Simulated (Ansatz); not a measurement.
## Thickness series of a NiSi2/ZnS/NiSi2 junction

Wanted: T(E), the conductance and its decay constant for NiSi2/ZnS/NiSi2. Both electrodes are NiSi2 fluorite(111) turned by 180 degrees (type B); the barrier is ZnS zinc blende(111) (whole bilayers). In the first transport cell, after relaxation, the nearest pair of electrode and barrier is Si–S at 2.34 Å, along the normal, at the lower face and Si–Zn at 2.49 Å, along the normal, at the upper one. All share a net of side 3.84 Å, which strains the lower electrode by +0.0 % and the barrier by -0.4 %, against typed lattice constants near PBE's. The first steps treat the bulk electrodes alone.

Method: PBE DFT, plane waves, PAW files, in the first sound run; inputs show where later runs differ, in Ansatz 0.2.0.

This is a report of a sequence of runs, with most program output left out.

### Step 1. Set-up

Symmetry: Fm-3m, No. 225, cubic system. The conventional cell has a = 5.430 Å, b = 5.430 Å, c = 5.430 Å, α = 90.00°, β = 90.00°, γ = 90.00°. Nearest to Si lie 4 Ni at 2.35 Å. Ni has 8 Si at 2.35 Å nearest. Farther neighbours are not listed.

### Step 2. The strained electrode

The electrode is held to the junction's net and relaxed along the normal; its spacing is used for the ideal lead layers.

Input file input.yaml:

```yaml
crystal:
  lattice:
    - [3.84, 0.0, 0.0]
    - [-1.92, 3.3255375505, 0.0]
    - [0.0, 0.0, 9.4043325761]
  atoms:
    - { symbol: Si, position: [0.0, 0.0, 0.0] }
    - { symbol: Ni, position: [0.6666666667, 0.3333333333, 0.0833333333] }
    - { symbol: Si, position: [0.3333333333, 0.6666666667, 0.1666666667] }
    - { symbol: Si, position: [0.6666666667, 0.3333333333, 0.3333333333] }
    - { symbol: Ni, position: [0.3333333333, 0.6666666667, 0.4166666667] }
    - { symbol: Si, position: [0.0, 0.0, 0.5] }
    - { symbol: Si, position: [0.3333333333, 0.6666666667, 0.6666666667] }
    - { symbol: Ni, position: [0.0, 0.0, 0.75] }
    - { symbol: Si, position: [0.6666666667, 0.3333333333, 0.8333333333] }
kpoints:
  mp_grid: { grid: [12, 12, 3] }
scf:
  occupations: { method: fermi_dirac, width: 0.1 }
  max_iter: 150
hamiltonian:
  xc: pbe
relax:
  f_tol: 0.01
  max_steps: 40
  cell: { fix: [a, b, angles] }
```

Started as:

```sh
> ansatz run input.yaml --threads 8 --pin off --max-ram 24576MiB --backend cpu --events-out ev --progress --plain --runs-dir out
```

Run time: 8 s. Hardware: 8 threads of Arm Neoverse V2, shared host; peak memory 0.73 GiB; 59 s of CPU time.

This run has no spin polarisation, although Ni can carry a moment.

Relaxation path:

```csv
step,energy less that of the first step (eV),largest force component (eV/Å),pressure (GPa),volume (Å³)
1,0.0000,0.0328,1.16,120.09
2,-0.0060,0.0199,0.46,120.67
3,-0.0076,0.0018,-0.12,121.17
4*,-0.0079,0.0018,-0.12,121.17
```

Relaxation steps marked * repeat the geometry before them on a plane-wave basis chosen anew for their cell, so energy and pressure can jump there.

Forces are held to the 36 operations that the run works with; a distortion that breaks them can't arise in this run.

```csv
cell as run,before,after,change
a (Å),3.840,3.840,-0.0 %
b (Å),3.840,3.840,-0.0 %
c (Å),9.404,9.488,+0.9 %
volume (Å³/atom),13.34,13.46,+0.9 %
```

Numbers from this step:

| Quantity | Value |
| --- | --- |
| free energy | -21337.2501 eV |
| Fermi energy | 12.85 eV |
| pressure | -0.1177 GPa |

The relaxation ends with a largest force component of 0.0018 eV/Å.

### Step 3. Relaxing the interfaces

System of this step: NiSi2/ZnS/NiSi2. The cell holds 14 atoms: 6 Si, 2 Ni, 3 S and 3 Zn. Cell: a = 3.840 Å, b = 3.840 Å, c = 33.957 Å, α = 90.0°, β = 90.0°, γ = 120.0°. Vacuum lies along c.

Tunnelling depends exponentially on distance, so the interfaces are relaxed first. A short slab in vacuum serves: only the barrier and the layers next to it are taken over, and later cells can add or drop layers in the barrier's middle. The dipole correction removes the field that unlike faces would set up across the vacuum.

Input file input.yaml:

```yaml
crystal:
  lattice:
    - [3.84, 0.0, 0.0]
    - [-1.92, 3.3255375505, 0.0]
    - [0.0, 0.0, 33.9569717784]
  atoms:
    - { symbol: Si, position: [0.66666667, 0.33333333, 0.2355922681] }
    - { symbol: Si, position: [0.0, 0.0, 0.2817503523] }
    - { symbol: Ni, position: [0.66666667, 0.33333333, 0.3048293944] }
    - { symbol: Si, position: [0.33333333, 0.66666667, 0.3279084365] }
    - { symbol: S, position: [0.33333333, 0.66666667, 0.3929908006] }
    - { symbol: Zn, position: [0.66666667, 0.33333333, 0.4162143632] }
    - { symbol: S, position: [0.66666667, 0.33333333, 0.4858850509] }
    - { symbol: Zn, position: [0.0, 0.0, 0.5091086134] }
    - { symbol: S, position: [0.0, 0.0, 0.5787793011] }
    - { symbol: Zn, position: [0.33333333, 0.66666667, 0.6020028637] }
    - { symbol: Si, position: [0.33333333, 0.66666667, 0.6720915635] }
    - { symbol: Ni, position: [0.0, 0.0, 0.6951706056] }
    - { symbol: Si, position: [0.66666667, 0.33333333, 0.7182496477] }
    - { symbol: Si, position: [0.0, 0.0, 0.7644077319] }
kpoints:
  mp_grid: { grid: [8, 8, 1] }
scf:
  occupations: { method: fermi_dirac, width: 0.1 }
  max_iter: 150
hamiltonian:
  xc: pbe
efield:
  axis: 3
  dipole_correction: true
relax:
  f_tol: 0.04
  max_steps: 60
output:
  forces: true
```

Elapsed: 20 s, on 8 threads; peak memory 1.5 GiB.

Relaxation path:

```csv
step,energy less that of the first step (eV),largest force component (eV/Å)
1,0.0000,0.8485
2,-0.1199,0.3916
3,-0.1653,0.1413
4,-0.1719,0.1368
5,-0.1739,0.0546
6,-0.1743,0.0167
```

The run keeps the 6 symmetry operations that it works with, so distortions that break them were not tested.

The atoms that moved most (Å):

```csv
atom,dx,dy,dz,length
Si2,0.000,0.000,-0.309,0.309
Si13,0.000,0.000,0.218,0.218
Ni3,0.000,0.000,-0.168,0.168
Si11,0.000,0.000,0.164,0.164
Si1,0.000,0.000,-0.143,0.143
Ni12,0.000,0.000,0.122,0.122
Si4,0.000,0.000,-0.109,0.109
Si14,0.000,0.000,0.055,0.055
```

Final coordinates:

```cif
data_structure
_symmetry_space_group_name_H-M 'P 1'
_symmetry_Int_Tables_number 1
_cell_length_a 3.8400
_cell_length_b 3.8400
_cell_length_c 33.9570
_cell_angle_alpha 90.000
_cell_angle_beta 90.000
_cell_angle_gamma 120.000
_cell_volume 433.63
loop_
_atom_site_label
_atom_site_type_symbol
_atom_site_fract_x
_atom_site_fract_y
_atom_site_fract_z
_atom_site_occupancy
Si1 Si 0.66667 0.33333 0.23139 1
Si2 Si 0.00000 0.00000 0.27266 1
Ni3 Ni 0.66667 0.33333 0.29987 1
Si4 Si 0.33333 0.66667 0.32471 1
S5 S 0.33333 0.66667 0.39372 1
Zn6 Zn 0.66667 0.33333 0.41734 1
S7 S 0.66667 0.33333 0.48619 1
Zn8 Zn 0.00000 0.00000 0.51015 1
S9 S 0.00000 0.00000 0.57899 1
Zn10 Zn 0.33333 0.66667 0.60357 1
Si11 Si 0.33333 0.66667 0.67693 1
Ni12 Ni 0.00000 0.00000 0.69876 1
Si13 Si 0.66667 0.33333 0.72467 1
Si14 Si 0.00000 0.00000 0.76602 1
```

This step gave:

| Quantity | Value |
| --- | --- |
| free energy | -28160.4987 eV |
| Fermi energy | 2.549 eV |
| work function, upper face | 4.922 eV |
| work function, lower face | 5.343 eV |
| dipole along the normal | 0.02973 e·Å |
| dipole field | 0.01241 V/Å |

The largest force component on a free atom ends at 0.017 eV/Å. The work functions of the outer faces are 5.34 and 4.92 eV.

### Step 4. Transmission over a wide range of energy

This step: PBE DFT, plane waves, PAW files; ballistic transmission by layer matching between semi-infinite leads (Ansatz 0.2.0).

System of this step: NiSi2/ZnS/NiSi2. The cell holds 56 atoms: 34 Si, 16 Ni, 3 S and 3 Zn. Cell: a = 3.840 Å, b = 3.840 Å, c = 76.548 Å, α = 90.0°, β = 90.0°, γ = 120.0°. Regions: left electrode, 25 atoms (17 Si and 8 Ni); barrier, 6 atoms (3 S and 3 Zn); right electrode, 25 atoms (17 Si and 8 Ni). Vacuum lies along c.

The relaxed core is set between ideal electrode layers (this cell holds 6 atomic planes between the electrodes; where that differs from the relaxed slab, whole periods were copied in or cut out without a new relaxation), which the solver continues as semi-infinite leads. A wide energy window on a coarse mesh (12×12) shows where the Fermi level lies against the barrier's bands; the projected density of states shows how far the metals' states reach in.

Input file input.yaml:

```yaml
crystal:
  lattice:
    - [3.84, 0.0, 0.0]
    - [-1.92, 3.3255375505, 0.0]
    - [0.0, 0.0, 76.5480132618]
  atoms:
    - { symbol: Si, position: [0.0, 0.0, 0.0914458743] }
    - { symbol: Si, position: [0.33333333, 0.66666667, 0.1118476727] }
    - { symbol: Ni, position: [0.0, 0.0, 0.1223053576] }
    - { symbol: Si, position: [0.66666667, 0.33333333, 0.1327630424] }
    - { symbol: Si, position: [0.0, 0.0, 0.1531648408] }
    - { symbol: Ni, position: [0.66666667, 0.33333333, 0.1636225257] }
    - { symbol: Si, position: [0.33333333, 0.66666667, 0.1740802105] }
    - { symbol: Si, position: [0.66666667, 0.33333333, 0.1944820089] }
[... 44 atom lines left out ...]
    - { symbol: Si, position: [0.0, 0.0, 0.8672369576] }
    - { symbol: Ni, position: [0.66666667, 0.33333333, 0.8776946424] }
    - { symbol: Si, position: [0.33333333, 0.66666667, 0.8881523273] }
    - { symbol: Si, position: [0.66666667, 0.33333333, 0.9085541257] }
kpoints:
  mp_grid: { grid: [8, 8, 1] }
scf:
  occupations: { method: fermi_dirac, width: 0.1 }
  max_iter: 150
hamiltonian:
  xc: pbe
output:
  transmission:
    kmesh: [12, 12]
    e_range: [-2.5, 2.5]
    de: 0.1
    leads: [[10, 13], [42, 45]]
  dos: { projected: true, e_range: [-6, 5], de: 0.05 }
  write_potential: true
  write_density: true
  volumetric_format: npy
  elf: true
```

It took 3.9 min on 8 threads; peak memory 10 GiB; 29 min of CPU time.

This step gave:

* free energy: -127734.7481 eV
* Fermi energy: 8.708 eV
* level to which the leads are filled: 0 eV from the Fermi level
* transmission at the Fermi level (a spin, zone mean): 0.004036
* channels of the lower lead: 1.160
* channels of the upper lead: 1.160
* potential step in the lower lead: 10.2 meV
* potential step in the upper lead: 10.1 meV

One spin. Table of transmission, zone mean by energy, zero at the Fermi level:

```csv
energy (eV),"transmission, zone mean"
-2.50,0.129
-2.30,0.156
-2.00,0.0811
-1.80,0.0497
-1.50,0.0275
-1.30,0.0134
-1.10,0.0124
-0.80,0.00612
-0.60,0.00601
-0.40,0.00233
-0.10,0.00661
0.00,0.00404
0.10,0.00626
0.40,0.00731
0.60,0.00947
0.80,0.00529
1.10,0.0174
1.30,0.0454
1.40,0.0680
1.50,0.0626
1.80,0.0114
2.00,0.0423
2.30,0.270
2.50,0.314
```

One spin. The open channels, zone mean by energy, zero at the Fermi level:

```csv
energy (eV),lower lead,upper lead
-2.50,1.67,1.67
-2.40,1.67,1.67
-2.20,1.80,1.80
-2.10,1.80,1.80
-2.00,1.88,1.80
-1.80,1.84,1.84
-1.70,1.84,1.84
-1.60,1.72,1.72
-1.40,1.49,1.49
-1.30,1.31,1.31
-1.10,1.19,1.15
-1.00,1.02,1.02
-0.90,1.02,1.02
-0.70,0.896,0.896
-0.60,0.854,0.854
-0.50,0.688,0.688
-0.30,0.701,0.701
-0.20,0.910,0.910
-0.10,1.03,1.03
0.00,1.16,1.16
0.10,1.12,1.12
0.20,1.16,1.16
0.30,1.41,1.41
0.50,1.58,1.58
0.60,1.63,1.63
0.70,1.76,1.76
0.90,1.92,1.92
1.00,2.01,2.01
1.10,2.13,2.13
1.30,1.55,1.55
1.40,1.55,1.55
1.60,1.03,1.03
1.70,0.688,0.688
1.80,0.674,0.674
2.00,1.33,1.41
2.10,2.45,2.45
2.20,2.70,2.74
2.40,2.93,2.93
2.50,2.81,2.83
```

Transmission over k1 and k2. At 0.0000 eV from the Fermi level; zeros and values more than six decades under the largest are shown at that floor.

log10 of the mean of each cell; the least values stand at a floor. Values, 12 rows by 12 columns:
```
-3.7 -2.6 -2.8 -7.4 -7.4 -2.8 -2.6 -3.7 -7.4 -7.4 -7.4 -7.4
-5.2 -2.8 -3.5 -2.7 -4.3 -2.7 -3.5 -2.8 -5.2 -7.4 -7.4 -7.4
-7.4 -7.4 -2.7 -2.3 -2.5 -2.5 -2.3 -2.7 -7.4 -7.4 -7.4 -7.4
-5.2 -7.4 -4.3 -2.5 -1.6 -2.3 -1.6 -2.5 -4.3 -7.4 -5.2 -7.4
-3.7 -2.8 -2.7 -2.5 -2.3 -1.4 -1.4 -2.3 -2.5 -2.7 -2.8 -3.7
-5.6 -2.6 -3.5 -2.3 -1.6 -1.4 -6.0 -1.4 -1.6 -2.3 -3.5 -2.6
-3.7 -3.7 -2.8 -2.7 -2.5 -2.3 -1.4 -1.4 -2.3 -2.5 -2.7 -2.8
-5.2 -7.4 -5.2 -7.4 -4.3 -2.5 -1.6 -2.3 -1.6 -2.5 -4.3 -7.4
-7.4 -7.4 -7.4 -7.4 -7.4 -2.7 -2.3 -2.5 -2.5 -2.3 -2.7 -7.4
-5.2 -7.4 -7.4 -7.4 -5.2 -2.8 -3.5 -2.7 -4.3 -2.7 -3.5 -2.8
-3.7 -7.4 -7.4 -7.4 -7.4 -3.7 -2.6 -2.8 -7.4 -7.4 -2.8 -2.6
-5.6 -3.7 -5.2 -7.4 -5.2 -3.7 -5.6 -3.7 -5.2 -7.4 -5.2 -3.7
```
Columns: k1 (b1) from -0.5 to 0.417; rows upwards: k2 (b2) from -0.5 to 0.417.

Open channels of the lower lead over k1 and k2. At 0.0000 eV from the Fermi level.

Ten even steps from '_' (0.00) to '@' (3.00):
```
------____--------____--
------**--**------______
____**@@****@@**________
--__--**@@--@@**--__----
----****--****--****----
------@@@@******@@@@----
------****--****--****--
------__--**@@--@@**--__
__________**@@****@@**__
--______------**--**----
----____--------____----
------__----------__----
```
Columns: k1 (b1) from -0.5 to 0.417; rows upwards: k2 (b2) from -0.5 to 0.417.

Projected DOS an atom over height of the atomic layer and energy from the Fermi level. Layers: Si Si Ni Si Si Ni Si Si Ni Si Si Ni Si Si Ni Si Si Ni Si Si Ni Si Si Ni Si S Zn S Zn S Zn Si Ni Si Si Ni Si Si Ni Si Si Ni Si Si Ni Si Si Ni Si Si Ni Si Si Ni Si Si; projections on atoms miss part of the total, and the computed bands can run out at the top of the range; a column is the mean of 4 neighbouring layers, the last of those left over.

Values in states/eV, 22 rows by 14 columns, each cell a mean:
```
0.18 0.14 0.13 0.15 0.15 0.15 0.09 0.11 0.13 0.13 0.13 0.11 0.13 0.16
0.32 0.27 0.25 0.29 0.28 0.28 0.18 0.23 0.29 0.30 0.30 0.26 0.29 0.33
0.39 0.37 0.32 0.37 0.35 0.30 0.25 0.34 0.32 0.35 0.37 0.33 0.36 0.39
0.42 0.41 0.32 0.39 0.39 0.38 0.43 0.45 0.38 0.41 0.40 0.32 0.42 0.43
0.46 0.46 0.37 0.41 0.46 0.43 0.44 0.32 0.41 0.45 0.41 0.37 0.45 0.45
0.42 0.47 0.49 0.54 0.48 0.34 0.33 0.22 0.37 0.51 0.54 0.50 0.48 0.43
0.47 0.30 0.25 0.25 0.24 0.29 0.28 0.11 0.21 0.19 0.23 0.23 0.30 0.46
0.48 0.38 0.34 0.37 0.41 0.35 0.18 0.15 0.36 0.45 0.38 0.33 0.38 0.49
0.33 0.40 0.40 0.45 0.43 0.36 0.13 0.10 0.31 0.41 0.46 0.42 0.42 0.34
0.37 0.32 0.33 0.31 0.31 0.22 0.08 0.14 0.29 0.32 0.30 0.31 0.32 0.37
0.27 0.18 0.23 0.22 0.19 0.16 0.08 0.20 0.30 0.21 0.22 0.24 0.18 0.27
0.29 0.18 0.18 0.19 0.23 0.38 0.22 0.11 0.25 0.18 0.19 0.18 0.18 0.29
0.63 0.39 0.32 0.29 0.30 0.46 0.21 0.30 0.57 0.32 0.31 0.31 0.38 0.62
0.78 0.47 0.55 0.50 0.48 0.77 0.24 0.39 0.76 0.49 0.49 0.56 0.47 0.78
0.69 0.59 0.88 0.62 0.61 1.39 0.46 0.56 1.33 0.60 0.62 0.88 0.59 0.68
0.92 0.78 1.26 0.75 0.77 2.21 0.79 0.60 1.98 0.75 0.75 1.26 0.77 0.90
1.46 1.54 2.91 1.56 1.55 1.93 0.79 0.62 2.09 1.55 1.55 2.90 1.54 1.48
0.78 0.76 1.18 0.74 0.73 0.93 1.00 0.50 0.92 0.77 0.75 1.20 0.77 0.78
0.73 0.70 0.97 0.71 0.75 1.17 0.59 0.27 1.10 0.73 0.70 0.97 0.70 0.73
0.68 1.09 1.37 1.06 1.05 0.91 0.55 0.35 0.97 1.06 1.07 1.36 1.08 0.68
0.37 0.58 0.66 0.59 0.57 0.42 0.35 0.47 0.41 0.58 0.58 0.66 0.57 0.37
0.28 0.35 0.35 0.36 0.34 0.29 0.50 0.43 0.28 0.35 0.38 0.35 0.36 0.28
```
Columns: height of the atomic layer (Å) from 8.77 to 67.8 (not evenly spaced); rows upwards: energy from the Fermi level (eV) from -6 to 5.

Valence density in the ca plane at fractional y = 0.333, with atoms of Si and Ni and Zn and S within 0.2 Å of it. It is the smooth field of the valence electrons, not physical close to the nuclei.

Values in e/Å³, 6 rows by 16 columns, each cell a mean:
```
 0  0  0  0  0  1  1  0  0  0  1  0  1  0  0  0
 0  0  0  0  0  4 17  0  0  2 11  1  1  1  0  0
 0  0  0  0  0  3 10  0  0  2  6  1  1  0  0  0
 0  0  0  0  0  0  0  0  0  0  0  0  0  0  0  0
 0  0  0  0  0  0  0  0  0  0  0  0  0  0  0  0
 0  0  0  0  0  0  0  0  0  0  0  0  0  0  0  0
```
Columns run along c (16.0 Å, from fractional 0.33 to 0.54 of the cell), rows up along a (3.8 Å). Atoms in or near the plane, at fractional coordinates: Si at (0.38, 0.67), Ni at (0.41, 0.67), Zn at (0.46, 0.67), S at (0.49, 0.67).

ELF in the ca plane at fractional y = 0.333, with atoms of Si and Ni and Zn and S within 0.2 Å of it. It is the smooth field of the valence electrons, not physical close to the nuclei.

Ten even steps from '0' (0.00) to '9' (0.87), each cell a mean:
```
54322345677665432235531133321124789874101244
52100125775576323322320011111126998997200011
42000014533377335632220011100027951587300000
42000014434377336632220011100027951488300000
52100125764476323322320011100126987997200000
54222245777665432234530123222124799974101233
55544555555444555567631256642111356532112566
56766775433334566677532468874100012111124788
57777775333333566677532468874100011111124788
56555565445444565567631257753101345422113577
```
Columns run along c (16.0 Å, from fractional 0.33 to 0.54 of the cell), rows up along a (3.8 Å). Atoms in or near the plane, at fractional coordinates: Si at (0.38, 0.67), Ni at (0.41, 0.67), Zn at (0.46, 0.67), S at (0.49, 0.67).

Electrostatic potential energy in the ca plane at fractional y = 0.333, with atoms of Si and Ni and Zn and S within 0.2 Å of it. With pseudopotentials it is smooth inside the atoms' cores, unlike the true potential.

Ten even steps from '0' (-40 eV) to '9' (12 eV), each cell a mean:
```
99999999887889988889999999877899988899999999
89999998742368862258999998633589743479999999
89999998500047720016999997310368523248999999
89999998400037710016999997300268523248999999
89999998731268851148999998532488732379999999
99999999877789987789999999877899987889999999
88999988899999999999999999999999999999999999
88888888899998888988899999999999999988999998
88888888899998888988899998999999999988999998
88899888899999889999999999999999999999999999
```
Columns run along c (16.0 Å, from fractional 0.33 to 0.54 of the cell; values clipped at the 3rd and 97th percentile), rows up along a (3.8 Å). Atoms in or near the plane, at fractional coordinates: Si at (0.38, 0.67), Ni at (0.41, 0.67), Zn at (0.46, 0.67), S at (0.49, 0.67).

At the Fermi level the transmission is 0.0040, as a zone mean for one spin on this coarse mesh. At the Fermi level the layers of this cell's barrier hold from 0.0066 to 0.062 states an eV and atom. In the worse lead the potential repeats within 10 meV, which the program lets pass.

[end of part 1 of 3]

[Logs are printed without paths, hosts, clocks, repeated set-up lines and the standing remarks that a program may print on its own settings, such as how far it seeks lower states.]

[Hosts, paths, dates, database ids (printed as entryN), source tags and the programs' standing remarks are cut or masked in the printed files.]
